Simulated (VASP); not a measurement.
# GaAs (F-43m) in VASP: settings compared

The runs below take GaAs through single point, relaxation of cell and atoms, with PBE, HSEsol, B3LYP.

All numbers are computed with VASP 6.6.1; they aren't measurements. Logs are shortened: lines on timing, memory, paths and dates and some standing lists are left out, and cuts for length are marked.

**Experimental background.**

From “Evidence of valence band perturbations in GaAsN/GaAs(001): A combined variable-angle spectroscopic ellipsometry and modulated photoreflectance investigation”, 2008, arxiv:0805.2212, for a bulk crystal of GaAs at 300 K: band gap 1.418 ± 0.005 eV (direct); band gap 1.412 ± 0.01 eV (direct).

The results are compared with them further down.

## 1. Starting point

Symmetry: F-43m, No. 216, cubic system. Conventional cell: a = 5.654 Å, b = 5.654 Å, c = 5.654 Å, α = 90.00°, β = 90.00°, γ = 90.00°. Around As (site symmetry -43m) lie 4 Ga at 2.45 Å. Around Ga (site symmetry -43m) lie 4 As at 2.45 Å.

## 2. Single point, PBE

INCAR

```
SYSTEM = GaAs
PREC = Accurate ; ENCUT = 520
EDIFF = 1E-6 ; ISMEAR = 0
SIGMA = 0.019000000000000003 ; LREAL = .FALSE.
LASPH = .TRUE. ; NELM = 60
ALGO = Fast ; ISIF = 2
LWAVE = .FALSE. ; LCHARG = .FALSE.
GGA = PE ; NBANDS = 16
```

KPOINTS

```
regular mesh
0
G
  8 8 8
  0 0 0
```

POSCAR

```
GaAs
1.0
    0.0000000000      2.8268500000      2.8268500000
    2.8268500000      0.0000000000      2.8268500000
    2.8268500000      2.8268500000      0.0000000000
As Ga
1 1
Direct
    0.7500000000      0.7500000000      0.7500000000
    0.0000000000      0.0000000000      0.0000000000
```

Potentials or basis: VASP PAW PBE potentials, release 64 (As, Ga_d).

Run with:

```sh
$ cat potpaw_PBE.64/As/POTCAR potpaw_PBE.64/Ga_d/POTCAR > POTCAR
$ mpirun -np 1 vasp_std > vasp.out
```

OUTCAR:

```text
SYSTEM = GaAs
   PREC = Accurate
   ENCUT = 520
   EDIFF = 1E-6
   ISMEAR = 0
   LREAL = .FALSE.
   LASPH = .TRUE.
   NELM = 60
   ISIF = 2
   GGA = PE

 ion  position               nearest neighbor table
   1  0.750  0.750  0.750-   2 2.45   2 2.45   2 2.45   2 2.45
   2  0.000  0.000  0.000-   1 2.45   1 2.45   1 2.45   1 2.45

  LATTYP: Found a face centered cubic cell.
 ALAT       =     5.6537000000

  Lattice vectors:

 A1 = (   0.0000000000,   2.8268500000,   2.8268500000)
 A2 = (   2.8268500000,   0.0000000000,   2.8268500000)
 A3 = (   2.8268500000,   2.8268500000,   0.0000000000)

Analysis of symmetry for initial positions (statically):
=====================================================================
 Subroutine PRICEL returns:
 Original cell was already a primitive cell.

 Routine SETGRP: Setting up the symmetry group for a
 face centered cubic supercell.

 Subroutine GETGRP returns: Found 24 space group operations
 (whereof 24 operations were pure point group operations)
 out of a pool of 48 trial point group operations.

The static configuration has the point symmetry T_d .

Analysis of symmetry for dynamics (positions and initial velocities):
=====================================================================
 Subroutine PRICEL returns:
 Original cell was already a primitive cell.

 Routine SETGRP: Setting up the symmetry group for a
 face centered cubic supercell.

 Subroutine GETGRP returns: Found 24 space group operations
 (whereof 24 operations were pure point group operations)
 out of a pool of 48 trial point group operations.

The dynamic configuration has the point symmetry T_d .

 Subroutine INISYM returns: Found 24 space group operations
 (whereof 24 operations are pure point group operations),
 and found     1 'primitive' translations

----------------------------------------------------------------------------------------

                                     Primitive cell

  volume of cell :      45.1792

  direct lattice vectors                    reciprocal lattice vectors
     0.000000000  2.826850000  2.826850000    -0.176875321  0.176875321  0.176875321
     2.826850000  0.000000000  2.826850000     0.176875321 -0.176875321  0.176875321
     2.826850000  2.826850000  0.000000000     0.176875321  0.176875321 -0.176875321

  length of vectors
     3.997769609  3.997769609  3.997769609     0.306357042  0.306357042  0.306357042

  position of ions in fractional coordinates (direct lattice)
     0.750000000  0.750000000  0.750000000
     0.000000000  0.000000000  0.000000000

  ion indices of the primitive-cell ions
   primitive index   ion index
                 1           1
                 2           2

----------------------------------------------------------------------------------------

 KPOINTS: regular mesh

Automatic generation of k-mesh.
 Grid dimensions read from file:
 generate k-points for:    8    8    8

 Generating k-lattice:

  Cartesian coordinates                     Fractional coordinates (reciprocal lattice)
    -0.022109415  0.022109415  0.022109415     0.125000000  0.000000000  0.000000000
     0.022109415 -0.022109415  0.022109415     0.000000000  0.125000000  0.000000000
     0.022109415  0.022109415 -0.022109415     0.000000000  0.000000000  0.125000000

  Length of vectors
     0.038294630  0.038294630  0.038294630

  Shift w.r.t. Gamma in fractional coordinates (k-lattice)
     0.000000000  0.000000000  0.000000000

 Subroutine IBZKPT returns following result:
 ===========================================

 Found     29 irreducible k-points:

 Following reciprocal coordinates:
            Coordinates               Weight
  0.000000  0.000000  0.000000      1.000000
  0.125000  0.000000  0.000000      8.000000
  0.250000  0.000000  0.000000      8.000000
  0.375000  0.000000  0.000000      8.000000
  0.500000  0.000000  0.000000      4.000000
  0.125000  0.125000  0.000000      6.000000
[... 16 lines left out ...]
  0.500000  0.250000  0.125000     48.000000
 -0.375000  0.250000  0.125000     24.000000
 [... further k-points ...]
   k-points           NKPTS =     29   k-points in BZ     NKDIM =     29   number of bands    NBANDS=     16
   number of dos      NEDOS =    301   number of ions     NIONS =      2
   total plane-waves  NPLWV =  27000
   dimension x,y,z NGX =    30 NGY =   30 NGZ =   30
   dimension x,y,z NGXF=    60 NGYF=   60 NGZF=   60
   ions per type =               1   1
   NGX,Y,Z   is equivalent  to a cutoff of  12.48, 12.48, 12.48 a.u.
   NGXF,Y,Z  is equivalent  to a cutoff of  24.95, 24.95, 24.95 a.u.
 SYSTEM =  GaAs
   PREC   = accura    normal or accurate (medium, high low for compatibility)
   ISTART =      0    job   : 0-new  1-cont  2-samecut
   ICHARG =      2    charge: 1-file 2-atom 10-const
   ISPIN  =      1    spin polarized calculation?
   LNONCOLLINEAR =      F non collinear calculations
   LSORBIT =      F    spin-orbit coupling
   LASPH  =      T    aspherical Exc in radial PAW
   ENCUT  =  520.0 eV  38.22 Ry    6.18 a.u.   7.43  7.43  7.43*2*pi/ulx,y,z
   NELM   =     60;   NELMIN=  2; NELMDL= -5     # of ELM steps
   EDIFF  = 0.1E-05   stopping-criterion for ELM
   LREAL  =      F    real-space projection
   EDIFFG = 0.1E-04   stopping-criterion for IOM
   NSW    =      0    number of steps for IOM
   IBRION =     -1    ionic relax: 0-MD 1-quasi-New 2-CG
   NFREE  =      0    steps in history (QN), initial steepest desc. (CG)
   ISIF   =      2    stress and relaxation
   ISYM   =      2    0-nonsym 1-usesym 2-fastsym
   POTIM  = 0.5000    time-step for ionic-motion
   TEBEG  =    0.0;   TEEND  =   0.0 temperature during run
   PSTRESS=    0.0 pullay stress
   NELECT =      18.0000    total number of electrons
   NUPDOWN=      -1.0000    fix difference up-down
   EMIN   =  10.00;   EMAX   =-10.00  energy-range for DOS
   EFERMI =   0.00;   METHOD = LEGACY
   ISMEAR =     0;   SIGMA  =   0.02  broadening in eV -4-tet -1-fermi 0-gaus
   EFERMI_NEDOS =   21; number of points for ismear=-14 and -15
   IALGO  =     68    algorithm
   IMIX   =      4    mixing-type and parameters
     AMIX     =   0.40;   BMIX     =  1.00
     AMIX_MAG =   1.60;   BMIX_MAG =  1.00
  volume/ion in A,a.u.               =      22.59       152.44
  Fermi-wavevector in a.u.,A,eV,Ry     =   1.204628  2.276417 19.743799  1.451128
  Thomas-Fermi vector in A             =   2.340347
   LORBIT       =      0    0 simple, 1 ext, 2 COOP (PROOUT), +10 PAW based schemes
   GGA     = PE    functional components
   LHFCALC =     F    Hartree Fock is set to
   AEXX    =    0.0000 exact exchange contribution
   IVDW    =     0    specifies the selected vdW correction
   LEPSILON=     F    determine dielectric tensor
   LRPA    =     F    only Hartree local field effects (RPA)
 non-spin polarized calculation
 RMM-DIIS sequential band-by-band and
 Gauss-broadening in eV      SIGMA  =   0.02
  energy-cutoff  :      520.00
  volume of cell :       45.18
 maximum number of plane-waves:      1243
 NGX is ok and might be reduce to    30
   NGX = 15   NGY = 15   NGZ = 15

 number of electron      17.9999995 magnetization

 Free energy of the ion-electron system (eV)
  ---------------------------------------------------
  ext. energy  EPLUGINS =         0.00000000
  ---------------------------------------------------
  free energy    TOTEN  =        -8.24710839 eV

  energy without entropy =       -8.24710839  energy(sigma->0) =       -8.24710839

 E-fermi :   4.0423     XC(G=0):  -9.5871

 val. band max:        3.9332407835   @ k =   0.0000   0.0000   0.0000
 cond. band min:       4.4531951453   @ k =   0.0000   0.0000   0.0000
 fundamental gap:      0.5199543619
 Fermi energy:         4.0422706664

 k-point     1 :       0.0000    0.0000    0.0000
  band No.  band energies     occupation
      1     -10.8766      2.00000
      2     -10.8766      2.00000
      3     -10.8766      2.00000
      4     -10.7975      2.00000
      5     -10.7975      2.00000
      6      -8.7924      2.00000
[... 8 lines left out ...]
     15      14.0549      0.00000
     16      14.0549      0.00000

 k-point     2 :       0.1250    0.0000    0.0000
  band No.  band energies     occupation
      1     -10.8900      2.00000
      2     -10.8731      2.00000
      3     -10.8731      2.00000
      4     -10.7976      2.00000
      5     -10.7976      2.00000
      6      -8.6098      2.00000
[... 8 lines left out ...]
     15      13.2004      0.00000
     16      13.2004      0.00000

 k-point     3 :       0.2500    0.0000    0.0000
  band No.  band energies     occupation
      1     -10.9195      2.00000
      2     -10.8654      2.00000
      3     -10.8654      2.00000
      4     -10.7971      2.00000
      5     -10.7971      2.00000
      6      -8.0999      2.00000
[... 8 lines left out ...]
     15      12.9594      0.00000
     16      12.9594      0.00000

 k-point     4 :       0.3750    0.0000    0.0000
  band No.  band energies     occupation
      1     -10.9458      2.00000
      2     -10.8592      2.00000
      3     -10.8592      2.00000
      4     -10.7950      2.00000
      5     -10.7950      2.00000
      6      -7.4168      2.00000
[... 8 lines left out ...]
     15      14.1241      0.00000
     16      14.1241      0.00000
[... 324 lines left out ...]
 k-point    22 :       0.3750    0.2500    0.1250
  band No.  band energies     occupation
      1     -10.9418      2.00000
      2     -10.8561      2.00000
      3     -10.8534      2.00000
      4     -10.8054      2.00000
      5     -10.7923      2.00000
      6      -7.6702      2.00000
[... 8 lines left out ...]
     15      14.8563      0.00000
     16      15.3491      0.00000

 k-point    23 :       0.5000    0.2500    0.1250
  band No.  band energies     occupation
      1     -10.9582      2.00000
      2     -10.8525      2.00000
      3     -10.8467      2.00000
      4     -10.8042      2.00000
      5     -10.7927      2.00000
      6      -7.0382      2.00000
[... 8 lines left out ...]
     15      14.7630      0.00000
     16      16.2019      0.00000

 k-point    24 :      -0.3750    0.2500    0.1250
  band No.  band energies     occupation
      1     -10.9644      2.00000
      2     -10.8518      2.00000
      3     -10.8443      2.00000
      4     -10.8018      2.00000
      5     -10.7939      2.00000
      6      -6.6850      2.00000
[... 8 lines left out ...]
     15      15.5479      0.00000
     16      16.0702      0.00000

 [... further k-points ...]
[... 5 lines left out ...]
  --------------------------------------------------------------------------------------
  -------------------------------------------------------------------------------------
  Total        0.9888785      0.9888785      0.9888785      0.0000000      0.0000000     -0.0000000
  in kB       35.0683414     35.0683414     35.0683414      0.0000000      0.0000000     -0.0000000
  external PRESSURE =      35.0683414 kB  Pullay stress =       0.0000000 kB

 VOLUME and BASIS-vectors are now :
 -----------------------------------------------------------------------------
  energy-cutoff  :      520.00
  volume of cell :       45.18
      direct lattice vectors                 reciprocal lattice vectors
     0.000000000  2.826850000  2.826850000    -0.176875321  0.176875321  0.176875321
     2.826850000  0.000000000  2.826850000     0.176875321 -0.176875321  0.176875321
     2.826850000  2.826850000  0.000000000     0.176875321  0.176875321 -0.176875321

 POSITION                                       TOTAL-FORCE (eV/Angst)
 -----------------------------------------------------------------------------------
      4.24027      4.24027      4.24027         0.000000      0.000000      0.000000
      0.00000      0.00000      0.00000        -0.000000     -0.000000     -0.000000
 -----------------------------------------------------------------------------------
    total drift:                               -0.000002     -0.000002     -0.000002

  FREE ENERGIE OF THE ION-ELECTRON SYSTEM (eV)
  ---------------------------------------------------
  free  energy   TOTEN  =        -8.2471083905 eV

  energy  without entropy=       -8.2471083905  energy(sigma->0) =       -8.24710839
```

Wall time 15 s (1 thread of Intel Xeon 6975P-C (Granite Rapids), shared host); peak memory 0.17 GiB.

What came out:

```yaml
Free_energy: -8.2471 eV
Pressure: 3.5 GPa
Band_gap_on_the_k_mesh: 0.52 eV, direct
```

[end of part 1 of 2]
